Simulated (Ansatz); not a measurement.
The system is Cu.

```
Cu
1.0
    -1.44279    1.44279    1.37608
     1.44279   -1.44279    1.37608
     1.44279    1.44279   -1.37608
Cu
1
Direct
  0.00000 0.00000 0.00000
```

This isn't the form of Cu at room conditions, which is fcc.

| Item | Value |
| --- | --- |
| Program | Ansatz 0.2.0 |
| Task | relaxation of cell and atoms |
| Functional | HF |
| Potentials or basis | Ansatz PAW |
| Cutoff | 420 eV (not typed: the program's choice for these potentials) |
| k mesh | 7 × 7 × 7 |
| Occupations | fermi-dirac, width 0.05 eV |
| Spin | no spin polarisation |

At the start: volume 11.46 Å³/atom.

Q: Where does the relaxation end?

A: It ends after 12 steps and the volume is 15.72 Å³/atom (+37.2 %); space group I4/mmm (No. 139, to 0.05 Å).

The path:
| step | energy change (eV) | largest force (eV/Å) | volume (Å³) |
| --- | --- | --- | --- |
| 1 | 0.0000 | 0.0000 | 11.46 |
| 2 | -0.1498 | 0.0000 | 12.55 |
| 3 | -0.2482 | 0.0000 | 14.15 |
| 4 | -0.2693 | 0.0000 | 15.93 |
| 5 | -0.2693 | 0.0000 | 15.97 |
| 6 | -0.2691 | 0.0000 | 16.00 |
| 7 | -0.2979 | 0.0000 | 16.00 |
| 8 | -0.3012 | 0.0000 | 15.75 |
| 9 | -0.3015 | 0.0000 | 15.73 |
| 10 | -0.2987 | 0.0000 | 15.73 |
| 11 | -0.2988 | 0.0000 | 15.72 |
| 12 | -0.2987 | 0.0000 | 15.72 |

Final structure:
```cif
data_structure
_symmetry_space_group_name_H-M 'P 1'
_symmetry_Int_Tables_number 1
_cell_length_a 2.7398
_cell_length_b 2.7398
_cell_length_c 2.7398
_cell_angle_alpha 106.726
_cell_angle_beta 106.726
_cell_angle_gamma 115.113
_cell_volume 15.72
loop_
_atom_site_label
_atom_site_type_symbol
_atom_site_fract_x
_atom_site_fract_y
_atom_site_fract_z
_atom_site_occupancy
Cu1 Cu 0.00000 0.00000 0.00000 1
```

Caveat: the k mesh is coarse (spacing up to 0.45 Å⁻¹), so the values aren't converged, least of all with exact exchange; the volume moved by over 15 % at a fixed basis, so the end points are rough; the plane-wave basis is chosen anew once the cell has moved, so the energies of steps on either side of that aren't comparable; the pressure holds a Pulay correction of +1.7 GPa for the finite cutoff; the PAW data sets come from PBE, with cores solved anew for the run's functional, which leaves a small shift of forces and pressure.
